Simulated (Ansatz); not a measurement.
**Energy landscape near a Li structure**

Computed with DFT PBE, scalar-relativistic, plane waves, PAW in Ansatz.

Plane waves to 420 eV, a k mesh through Γ of 15×15×4 on the computed 4-atom cell and Gaussian smearing (0.10 eV); no spin polarisation.

Reference cell:

```
CELL_PARAMETERS angstrom
3.03439 0.00000 0.00000
-1.51719 2.62786 0.00000
0.00000 0.00000 10.21621
ATOMIC_POSITIONS crystal
Li 0.00000 0.00000 0.00000
Li 0.33333 0.66667 0.25000
Li 0.00000 0.00000 0.50000
Li 0.66667 0.33333 0.75000
```

Each variant moves atoms of this cell by the vectors given, if any (Å), and then applies a symmetric strain (tensor components, Cartesian axes). The reference cell isn't relaxed at this level. Energies are per atom at zero smearing, counted from the lowest variant. Pressure is positive in compression.

1. strain (xx yy zz yz xz xy, %) -5.72 -5.72 0.28 0.00 0.00 0.00
2. strain (xx yy zz yz xz xy, %) 1.38 1.38 2.88 0.00 0.00 0.00; moves: Li1 (0.000, 0.000, 0.100); Li2 (0.000, 0.000, -0.100); Li3 (0.000, 0.000, 0.100); Li4 (0.000, 0.000, -0.100)
3. no strain; moves: Li4 (0.000, 0.000, 0.045)
4. no strain; moves: Li1 (-0.108, 0.271, -0.236)
5. strain (xx yy zz yz xz xy, %) 0.01 0.01 9.01 0.00 0.00 0.00

```json
{"variant": "1", "ΔE (meV/atom)": "16.9", "P (GPa)": "1.78", "largest force (eV/Å)": "0.00", "gap on mesh (eV)": "0", "space group": "P6_3/mmc"}
{"variant": "2", "ΔE (meV/atom)": "14.3", "P (GPa)": "-0.61", "largest force (eV/Å)": "0.20", "gap on mesh (eV)": "0", "space group": "P6_3mc"}
{"variant": "3", "ΔE (meV/atom)": "?", "P (GPa)": "?", "largest force (eV/Å)": "?", "gap on mesh (eV)": "?", "space group": "?"}
{"variant": "4", "ΔE (meV/atom)": "10.3", "P (GPa)": "0.03", "largest force (eV/Å)": "0.31", "gap on mesh (eV)": "0", "space group": "P1"}
{"variant": "5", "ΔE (meV/atom)": "19.3", "P (GPa)": "-1.07", "largest force (eV/Å)": "0.00", "gap on mesh (eV)": "0", "space group": "P6_3/mmc"}
```

Problem. Give the withheld rows.

Solution.
```
variant  ΔE (meV/atom) P (GPa) largest force (eV/Å) gap on mesh (eV) space group
      3            0.0    -0.10                  0.06                 0         P3m1
```

This form isn't the element's structure at ambient conditions.